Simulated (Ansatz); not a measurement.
## K: phonons across the zone

All numbers below come from DFT PBE, scalar-relativistic, plane waves, PAW in Ansatz 0.2.0. Cutoff 420 eV, 6×6×10 k-points (Γ-centred), Fermi-Dirac smearing of 0.15 eV. No spin polarisation. Phonons by linear response, acoustic sum rule imposed.

Relaxed structure:
```yaml
crystal:
  lattice:
    - [7.56765, 0.00000, 0.00000]
    - [-3.78383, 6.55378, 0.00000]
    - [0.00000, 0.00000, 4.52593]
  atoms:
    - { symbol: K, position: [0.00000, 0.00000, 0.50000] }
    - { symbol: K, position: [0.33333, 0.66667, 0.00000] }
    - { symbol: K, position: [0.66667, 0.33333, 0.00000] }
```

The cell was found from a structure generator's guess, not taken from experiment. In a metal, frequencies and elastic constants depend on the k mesh and the smearing, soft modes and shear constants most. Some empty bands missed the eigensolver's threshold. The q mesh is coarse, so values between its points are rough. This form isn't the element's ground state: it lies 11 meV/atom above the standard structure at this level.

Force constants from linear response on a 1×1×2 q mesh.

Question: Is the structure dynamically stable on this mesh?

Answer: No: at q = (0.000, 0.000, 0.000) a mode is imaginary, 26i cm⁻¹.

Question: Give the frequencies (cm⁻¹; i marks imaginary ones) at the irreducible q points, in fractions of the reciprocal vectors.

Answer:
| q | star | frequencies |
| --- | --- | --- |
| 0.000 0.000 0.000 | 1 | 26i 0 0 0 44 60 60 72 72 |
| 0.000 0.000 -0.500 | 1 | 28 28 48 48 68 70 73 73 76 |
